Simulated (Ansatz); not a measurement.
Level of theory: DFT PBE, scalar-relativistic, plane waves, PAW in Ansatz. All cells share a 420 eV cutoff and Γ-centred k meshes spaced at most about 0.3 Å⁻¹ (about 0.25 or finer for metals, 2π included). No spin polarisation in the final relaxations.

All energies are static (0 K, no zero-point motion).

Two forms of Ge were relaxed alike.

A.

```xyz
8
Lattice="0.0000 4.5697 4.5697 4.5697 0.0000 4.5697 4.5697 4.5697 0.0000" Properties=species:S:1:pos:R:3 pbc="T T T"
Ge    6.4958    4.5697    4.5697
Ge    2.6437    4.5697    4.5697
Ge    4.5697    2.6437    4.5697
Ge    4.5697    6.4958    4.5697
Ge    4.5697    4.5697    2.6437
Ge    4.5697    4.5697    6.4958
Ge    6.8546    6.8546    6.8546
Ge    0.0000    0.0000    0.0000
```

B.

```xyz
1
Lattice="0.0000 2.1386 2.1386 2.1386 0.0000 2.1386 2.1386 2.1386 0.0000" Properties=species:S:1:pos:R:3 pbc="T T T"
Ge    2.1386    2.1386    2.1386
```

**Question.** Which would you expect to be lower, and how large is the difference?

**Answer.** B is lower, by 125 meV/atom. A has space group F-43m (No. 216), 23.9 Å³/atom and no gap on its mesh; B has the fcc type, space group Fm-3m (No. 225), 19.6 Å³/atom and no gap. Counting all near atoms (those within 1.25 times the shortest such distance or 1.15 times the sum of covalent radii; a plus sign parts nearer from farther groups; the shortest distance is added where it is long for a bond; a slash parts the counts of unlike sites), A has Ge 6/5+2/12+4 from 3.3 Å and B has Ge 12 from 3.0 Å. The denser one is the lower, and pressure would at first widen the difference. In A, Ge on a site of symmetry 2mm is surrounded by 5 Ge at 2.64–2.72 Å and 2 Ge at 3.25 Å; around Ge on a site of symmetry -43m lie 12 Ge at 3.25 Å and 4 Ge at 3.96 Å; Ge on a second site of symmetry -43m is surrounded by 6 Ge at 2.64 Å and 4 Ge at 3.96 Å. In B, Ge has 12 Ge at 3.02 Å. Both come from invented guesses. A third cell relaxed alike, in Pm-3m, lies 83 meV/atom below the lower of the two. The part of the Crystallography Open Database at hand lists Ge in space groups No. 64, 96, 227; no cell shown has one of them.

Cells relaxed within their symmetry can be saddle points.
